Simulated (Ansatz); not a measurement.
**KF (Pm-3m), two-dimensional strain map**

Level of theory: DFT LDA, scalar-relativistic, plane waves, PAW in Ansatz. Cutoff 420 eV, Γ-centred 8×8×8 k-points, Gaussian smearing of 0.05 eV. No spin polarisation. Energies are free energies at this smearing, counted from the undisturbed cell; pressure is positive in compression.

Reference structure (as given, not relaxed at this level; it stands at -5.8 GPa; this CsCl-type form isn't the usual structure):

```
K F
1.0
     3.25895    0.00000    0.00000
     0.00000    3.25895    0.00000
     0.00000    0.00000    3.25895
K F
1 1
Direct
  0.00000 0.00000 0.00000
  0.50000 0.50000 0.50000
```

The cell is strained by p along both x and y and by q along z, fractional coordinates fixed. Points are written (p, q).

Energy above the undisturbed cell in meV/atom (a dash: not computed):

| p \ q | -0.030 | -0.015 | 0.000 | 0.015 | 0.030 |
| --- | --- | --- | --- | --- | --- |
| -0.030 | -43.8 | -37.7 | -29.5 | -19.3 | -7.3 |
| -0.015 | ? | -25.1 | ? | -6.5 | 5.6 |
| 0.000 | -14.8 | ? | 0.0 | 10.3 | 22.2 |
| 0.015 | 5.7 | 12.1 | 20.4 | 30.4 | 42.2 |
| 0.030 | ? | 35.8 | 43.9 | 53.7 | 65.1 |

Problem. Fill in the withheld energies.

Solution. (-0.015, -0.030): -31.4; (-0.015, 0.000): -16.7; (0.000, -0.015): -8.3; (0.030, -0.030): 29.6.